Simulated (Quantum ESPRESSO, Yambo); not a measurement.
# A GW chain in Yambo: AlN (P6_3mc), part 2 of 3

Wanted: ground state, empty states, screening and self-energy for AlN (P6_3mc).

Quantum ESPRESSO 7.5 and Yambo 5.3.0; PBE and many-body steps on it, plane waves. Known limits of the many-body steps: not at the basis limit; coarse k mesh.

So far. Step 2 (Ground state): The gap is direct, at Γ. Step 3 (Bands along the symmetry lines): The gap is 4.221 eV, as in the run before at this level.

The database entry behind the starting cell differs from later determinations by our own check (inner coordinate u about 0.002 short), so it need not match the best structure at ambient conditions.

### 4. Empty states on the mesh, 3×3×4 mesh, 182 bands

Level of this step: DFT, PBE, plane waves, norm-conserving pseudopotentials (Quantum ESPRESSO).

The sums over transitions need many empty states on a uniform mesh; this step solves for them.

Contents of pw.in:

```
&control
  calculation = 'nscf'
  prefix = 'x'
  outdir = 'o'
  pseudo_dir = 'pseudo'
/
&system
  ibrav = 0
  nat = 4
  ntyp = 2
  ecutwfc = 72.0
  nbnd = 182
  force_symmorphic = .true.
/
&electrons
  conv_thr = 1e-9
  electron_maxstep = 80
  diago_full_acc = .true.
  diago_thr_init = 5e-6
/
ATOMIC_SPECIES
  Al 26.982 Al.upf
  N 14.007 N.upf
CELL_PARAMETERS angstrom
  3.1130000000 -0.0000000000 0.0000000000
  -1.5565000000 2.6959370820 0.0000000000
  0.0000000000 0.0000000000 4.9810000000
ATOMIC_POSITIONS crystal
  Al 0.3333333333 0.6666666667 0.0000000000
  Al 0.6666666667 0.3333333333 0.5000000000
  N 0.3333333333 0.6666666667 0.3800000000
  N 0.6666666667 0.3333333333 0.8800000000
K_POINTS automatic
  3 3 4 0 0 0
```

Launch:

```console
> OMP_NUM_THREADS=1 mpirun -n 4 pw.x -nk 4 -in pw.in > pw.out
```

What it wrote:

```text
[banner, memory and clock lines left out]
Program PWSCF v.7.5 starts

     Atomic positions and unit cell read from directory:
     o/x.save/

     Message from routine setup:
     using ibrav=0 with symmetry is DISCOURAGED, use correct ibrav instead

     G-vector sticks info

     bravais-lattice index     =            0
     lattice parameter (alat)  =       5.8827  a.u.
     unit-cell volume          =     282.0993 (a.u.)^3
     number of atoms/cell      =            4
     number of atomic types    =            2
     number of electrons       =        16.00
     number of Kohn-Sham states=          182
     kinetic-energy cutoff     =      72.0000  Ry
     charge density cutoff     =     288.0000  Ry
     Exchange-correlation= PBE
                           (   1   4   3   4   0   0   0)

     celldm(1)=   5.882717  celldm(2)=   0.000000  celldm(3)=   0.000000
     celldm(4)=   0.000000  celldm(5)=   0.000000  celldm(6)=   0.000000

     crystal axes: (cart. coord. in units of alat)
               a(1) = (   1.000000  -0.000000   0.000000 )
               a(2) = (  -0.500000   0.866025   0.000000 )
               a(3) = (   0.000000   0.000000   1.600064 )

     reciprocal axes: (cart. coord. in units 2 pi/alat)
               b(1) = (  1.000000  0.577350 -0.000000 )
               b(2) = (  0.000000  1.154701 -0.000000 )
               b(3) = ( -0.000000 -0.000000  0.624975 )
     Pseudo is Norm-conserving + core correction, Zval =  3.0
     Generated using ONCVPSP code by D. R. Hamann
     Using radial grid of 1876 points,  6 beta functions with:
     Pseudo is Norm-conserving + core correction, Zval =  5.0
     Generated using ONCVPSP code by D. R. Hamann
     Using radial grid of 1058 points,  4 beta functions with:
     Al                3.00    26.98200     Al( 1.00)
     N                 5.00    14.00700     N ( 1.00)

      6 Sym. Ops. (no inversion) found

   Cartesian axes

     site n.     atom                  positions (alat units)
         1        Al     tau(   1) = (  -0.0000000   0.5773503   0.0000000  )
         2        Al     tau(   2) = (   0.5000000   0.2886751   0.8000321  )
         3        N      tau(   3) = (  -0.0000000   0.5773503   0.6080244  )
         4        N      tau(   4) = (   0.5000000   0.2886751   1.4080565  )

     number of k points=    10
                       cart. coord. in units 2pi/alat
        k(    1) = (   0.0000000   0.0000000   0.0000000), wk =   0.0555556
        k(    2) = (   0.0000000   0.0000000   0.1562437), wk =   0.1111111
        k(    3) = (   0.0000000   0.0000000  -0.3124875), wk =   0.0555556
[...]
k(    9) = (   0.3333333   0.5773503  -0.3124875), wk =   0.1111111
        k(   10) = (   0.0000000  -0.3849002   0.1562437), wk =   0.3333333

     Dense  grid:    23187 G-vectors     FFT dimensions: (  32,  32,  54)

     The potential is recalculated from file :
     o/x.save/charge-density

     Starting wfcs are   16 randomized atomic wfcs +  166 random wfcs

     Band Structure Calculation

     End of band structure calculation

          k = 0.0000 0.0000 0.0000 (  2863 PWs)   bands (ev):

    -8.0385  -5.8877   1.1322   6.2756   6.2756   6.9268   6.9268   7.1067
    11.3272  13.7824  17.6990  18.2976  18.2976  20.2844  20.2886  20.2886
    21.6418  21.6418  21.9213  24.4378  24.4378  26.5454  29.5081  29.8483
[...]
[... 11 further rows ...]
[...]
144.5160 144.6253 144.7472 144.7472 145.6222 146.2398

          k = 0.0000 0.0000 0.1562 (  2893 PWs)   bands (ev):

[...]
[... 11 further rows ...]
[...]
143.2012 143.2738 144.7531 144.7531 144.9944 144.9944

          k = 0.0000 0.0000-0.3125 (  2858 PWs)   bands (ev):

[...]
76.5466  76.5466  76.9146  76.9146  76.9146  76.9146  77.7650  77.7650
     [... 11 further rows ...]
   141.3268 141.3268 141.7697 141.7697 142.3864 142.3864 142.3864 142.3864
   143.3231 143.3231 145.1999 145.2000 145.2000 145.2000

          k = 0.0000 0.3849 0.0000 (  2892 PWs)   bands (ev):

     [... further k-points ...]

     highest occupied, lowest unoccupied level (ev):     7.1067   11.3272

     XML data file, pseudopotentials, collected wavefunctions
```

Wall time 15 s (4 MPI ranks of Arm Neoverse V1, shared host); peak memory 0.38 GiB; 62 s of CPU time.

Numbers from this step:

- gap: 4.221 eV
- k of the valence top: 0, 0, 0
- k of the conduction bottom: 0, 0, 0
- least direct gap: 4.221 eV
- k points computed: 10
- lowest point of the top converged band, above the valence top: 134.4323 eV

On this mesh the gap is 4.221 eV.

### 5. Conversion and set-up

This step: Yambo 5.3.0; conversion and set-up on PBE, plane waves, norm-conserving pseudopotentials.

The states are converted to the many-body program's format and the q mesh is built.

Launch:

```console
> (cd o/x.save; p2y > p2y.log; mv SAVE ../..); yambo > setup.log
```

What it wrote:

```text
 Yambo, version 5.3.0

 [02] CORE Variables Setup
 =========================

  [02.01] Unit cells
  ==================

  Cell kind             :  HCP
  Atoms in the cell     :  Al  N
  number of Al atoms    :  2
  number of N  atoms    :  2

  List of atomic masses
  Mass of Al    :  26.98200
  Mass of N     :  14.00700

  List of atomic coordinates    : [cc]
  Al1       : -0.29414E-09   3.3964       0.0000      order 1
  Al2       :  2.941359  1.698194  4.706363  order 2
  N1       : -0.29414E-09   3.3964       3.5768      order 3
  N2       :  2.941359  1.698194  8.283199  order 4

  Alat factors          :  5.882717  5.094583  9.412726 [a.u.]
  Direct lattice volume :  282.0993 [a.u.]
  Direct lattice vectors:  A[ 1 ]  A[ 2 ]  A[ 3 ]
   A[ 1 ]:  1.000000 -0.000000  0.000000  [iru]
   5.882717 -0.000000  0.000000  [cc]
   A[ 2 ]: -0.500000  1.000000  0.000000  [iru]
  -2.941359  5.094583  0.000000  [cc]
   A[ 3 ]:  0.000000  0.000000  1.000000  [iru]
   0.000000  0.000000  9.412726  [cc]

  Recip. lattice volume :  0.879301 [a.u.]
  Recip. lattice vectors:  B[ 1 ]  B[ 2 ]  B[ 3 ]
   B[ 1 ]:  1.000000  0.500000  0.000000  [iku]
   1.068075  0.616654 -0.000000  [cc]
   B[ 2 ]:  0.000000  1.000000  0.000000  [iku]
   0.000000  1.233307 -0.000000  [cc]
   B[ 3 ]:  0.000000  0.000000  1.000000  [iku]
  -0.000000 -0.000000  0.667520  [cc]

  [02.02] Symmetries
  ==================

  Inversion symmetry    : yes
  Spatial inversion     : no
  Inversion index       :   7
  K-space Time-reversal : yes
  Magnetic symmetries   : no
  Time-reversal derived K-space symmetries:   7  12
  Group table correct   : yes
  Symmetries units      :  [cc]

   [S  1]:   1.0000       0.0000       0.0000     -0.10606E-18   1.0000       0.0000       0.0000       0.0000       1.0000
   [S  2]: -0.500000  0.866025  0.000000 -0.866025 -0.500000  0.000000  0.000000  0.000000  1.000000
   [S  3]: -0.500000 -0.866025  0.000000  0.866025 -0.500000  0.000000  0.000000  0.000000  1.000000
   [S  4]:  -1.0000       0.0000       0.0000      0.10606E-18   1.0000       0.0000       0.0000       0.0000       1.0000
   [S  5]:  0.500000  0.866025  0.000000  0.866025 -0.500000  0.000000  0.000000  0.000000  1.000000
   [S  6]:  0.500000 -0.866025  0.000000 -0.866025 -0.500000  0.000000  0.000000  0.000000  1.000000
   [S* 7]:  -1.0000      -0.0000      -0.0000      0.10606E-18  -1.0000      -0.0000      -0.0000      -0.0000      -1.0000
   [S* 8]:  0.500000 -0.866025 -0.000000  0.866025  0.500000 -0.000000 -0.000000 -0.000000 -1.000000
   [S* 9]:  0.500000  0.866025 -0.000000 -0.866025  0.500000 -0.000000 -0.000000 -0.000000 -1.000000
   [S*10]:   1.0000      -0.0000      -0.0000     -0.10606E-18  -1.0000      -0.0000      -0.0000      -0.0000      -1.0000
   [S*11]: -0.500000 -0.866025 -0.000000 -0.866025  0.500000 -0.000000 -0.000000 -0.000000 -1.000000
[...]
K_min[ 3 ] :  0.33333      0.23545E-11   0.0000     [rlu]
  Grid dimensions      :   4   3   3
  K lattice UC volume  :  0.024425 [a.u.]

  IBZ K-points                                      :  10
  BZ  K-points                                      :   36

  K/Q-points units:
  rlu = crystal or reduced units; cc = cartesian coordinates; iku = interal k-units

  K [ 1]         [rlu]:  0.000000  0.000000  0.000000
         WF components:  2863
  K [ 2]         [rlu]:  0.000000  0.000000  0.250000
         WF components:  2893
  K [ 3]         [rlu]:  0.000000  0.000000 -0.500000
         WF components:  2858
[...]
K [ 8]         [rlu]:  0.333333  0.333333  0.250000
[...]
K [ 9]         [rlu]:  0.333333  0.333333 -0.500000
         WF components:  2934
  K [10]         [rlu]:  0.000000 -0.333333  0.250000
         WF components:  2910

  [02.05] Energies & Occupations
  ==============================

  [X] === General ===
  [X] Electronic Temperature                        :  0.000000  0.000000 [eV K]
  [X] Bosonic    Temperature                        :  0.000000  0.000000 [eV K]
  [X] Finite Temperature mode                       : no
  [X] El. density                                   :  0.38275E+24 [cm-3]
  [X] Fermi Level                                   :  7.106664 [eV]

  [X] === Gaps and Widths ===
  [X] Conduction Band Min                           :  4.220509 [eV]
  [X] Valence Band Max                              :  0.000000 [eV]
  [X] Filled Bands                                  :   8
  [X] Empty Bands                                   :    9  182
  [X] Direct Gap                                    :  4.220509 [eV]
  [X] Direct Gap localized at k                     :  1
  [X] Indirect Gap                                  :  4.220509 [eV]
  [X] Indirect Gap between kpts                     :  1  1
  [X] Last valence band width                       :  2.371270 [eV]
  [X] 1st conduction band width                     :  3.218767 [eV]

  E @ K [ 1]:  [eV]
  -15.14520 -12.99438  -5.97443  -0.83104  -0.83104  -0.17988  -0.17988   0.00000
[...]
occ @ K [ 1]
[...]
E @ K [ 2]:  [eV]
[...]
occ @ K [ 2]
[...]
E @ K [ 3]:  [eV]
[...]
occ @ K [ 3]
[...]
E @ K [ 8]:  [eV]
[...]
occ @ K [ 8]
[...]
E @ K [ 9]:  [eV]
[...]
occ @ K [ 9]
[...]
E @ K [10]:  [eV]
[...]
occ @ K [10]
   2.000000  2.000000  2.000000  2.000000  2.000000  2.000000  2.000000  2.000000
   0.000000  0.000000  0.000000  0.000000  0.000000  0.000000  0.000000  0.000000

 [03] Transferred momenta grid and indexing
 ==========================================

 IBZ Q-points                                      :  10
 BZ  Q-points                                      :   36

 K/Q-points units:
 rlu = crystal or reduced units; cc = cartesian coordinates; iku = interal k-units

 Q [ 1]         [rlu]:  0.000000  0.000000  0.000000
 Q [ 2]         [rlu]:  0.000000  0.000000  0.250000
 Q [ 3]         [rlu]:  0.000000  0.000000 -0.500000
[...]
Q [ 8]         [rlu]:  0.333333  0.333333  0.250000
 Q [ 9]         [rlu]:  0.333333  0.333333 -0.500000
 Q [10]         [rlu]:  0.40821E-19 -0.33333      0.25000

  [03.01] X indexes
  =================

   [03.01.01] Sigma indexes
   ========================

 [06] Game Over & Game summary
```

Wall time 2.1 s (1 MPI rank); peak memory 0.23 GiB.

(Part 2 of 3 ends here.)

[Paths, hosts, dates, memory and timing lines, banners, echoed tables and standing remarks are left out of the program output.]

[Logs are printed without paths, hosts, clocks, repeated set-up lines and the standing remarks that a program may print on its own settings, such as how far it seeks lower states.]

[Runs of the session that timed out or met a known fault of the program may be left out.]

[Hosts, paths, dates, database ids (printed as entryN), source tags and the programs' standing remarks are cut or masked in the printed files.]
